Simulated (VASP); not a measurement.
Te2Mo:

```
Te Mo
1.0
     3.51820    0.00000    0.00000
    -1.75910    3.04685    0.00000
     0.00000    0.00000   13.97360
Te Mo
4 2
Cartesian
  0.0000 2.0312 8.6776
  1.7591 1.0156 1.6908
  0.0000 2.0312 12.2828
  1.7591 1.0156 5.2960
  0.0000 2.0312 3.4934
  1.7591 1.0156 10.4802
```

| Quantity | Value |
| --- | --- |
| Program | VASP 6.6.1 |
| Task | relaxation of cell and atoms |
| Functional | PBE |
| Potentials or basis | VASP PAW PBE potentials, release 64 (Te, Mo_sv) |
| Cutoff | 600 eV |
| k mesh | 9 × 9 × 2 |
| Occupations | gaussian, width 0.03 eV |
| Spin | no spin polarisation |

At the start: pressure 2.9 GPa; volume 24.96 Å³/atom.

How do energy, volume and symmetry change on relaxing?

Over 39 steps the energy falls by 14.1 meV/atom and the volume is 27.72 Å³/atom (+11.0 %); space group P6_3/mmc (No. 194, to 0.05 Å).

The path:
```
step  energy change (eV)  largest force (eV/Å)  pressure (GPa)  volume (Å³)
   1              0.0000                0.1884            2.89       149.79
   2              0.0457                0.7849           -3.52       159.75
   3             -0.0356                0.2241            0.12       153.64
   4             -0.0432                0.1687            0.05       154.60
   5             -0.0492                0.0713           -0.06       156.24
   6             -0.0564                0.0537            0.07       156.71
   7             -0.0703                0.0038            0.50       158.08
   8             -0.0682                0.1274            1.49       160.70
   9             -0.0736                0.0768            0.99       159.49
  10             -0.0766                0.0281            0.73       160.34
  11             -0.0796                0.0670            0.19       162.07
  12             -0.0797                0.0890            0.07       162.48
  13             -0.0807                0.0788            0.03       162.75
  14             -0.0828                0.0477           -0.05       163.57
  15             -0.0820                0.0134           -0.20       165.23
  16             -0.0832                0.0248           -0.10       164.19
  17             -0.0834                0.0036            0.00       164.08
  18             -0.0834                0.0018            0.00       164.05
  19             -0.0834                0.0116            0.09       163.99
  20             -0.0834                0.0036            0.05       164.04
  21             -0.0834                0.0027            0.04       164.04
  22             -0.0834                0.0005            0.03       164.06
  23             -0.0836                0.0108            0.06       164.12
  24             -0.0836                0.0138            0.04       164.14
  25             -0.0837                0.0182            0.04       164.31
  26             -0.0838                0.0221            0.00       164.49
  27             -0.0839                0.0298           -0.07       164.85
  28             -0.0839                0.0448           -0.20       165.57
  29             -0.0840                0.0399           -0.17       165.35
  30             -0.0840                0.0393           -0.15       165.38
  31             -0.0840                0.0372           -0.16       165.45
  32             -0.0841                0.0331           -0.15       165.59
  33             -0.0842                0.0246           -0.14       165.87
  34             -0.0844                0.0072           -0.11       166.43
  35             -0.0844                0.0028           -0.10       166.58
  36             -0.0845                0.0016           -0.07       166.50
  37             -0.0845                0.0139            0.05       166.29
  38             -0.0846                0.0065            0.03       166.29
  39             -0.0846                0.0012            0.01       166.30
```

Final structure:
```cif
data_structure
_symmetry_space_group_name_H-M 'P 1'
_symmetry_Int_Tables_number 1
_cell_length_a 3.5548
_cell_length_b 3.5548
_cell_length_c 15.1958
_cell_angle_alpha 90.000
_cell_angle_beta 90.000
_cell_angle_gamma 120.000
_cell_volume 166.30
loop_
_atom_site_label
_atom_site_type_symbol
_atom_site_fract_x
_atom_site_fract_y
_atom_site_fract_z
_atom_site_occupancy
Te1 Te 0.33333 0.66667 0.63091 1
Te2 Te 0.66667 0.33333 0.13091 1
Te3 Te 0.33333 0.66667 0.86909 1
Te4 Te 0.66667 0.33333 0.36909 1
Mo1 Mo 0.33333 0.66667 0.25000 1
Mo2 Mo 0.66667 0.33333 0.75000 1
```

Caveat: this functional lacks dispersion, which binds the layers, so the pressure and a relaxed spacing across them are unreliable; the volume moved by +11 % from the deposited cell, more than functionals usually miss.
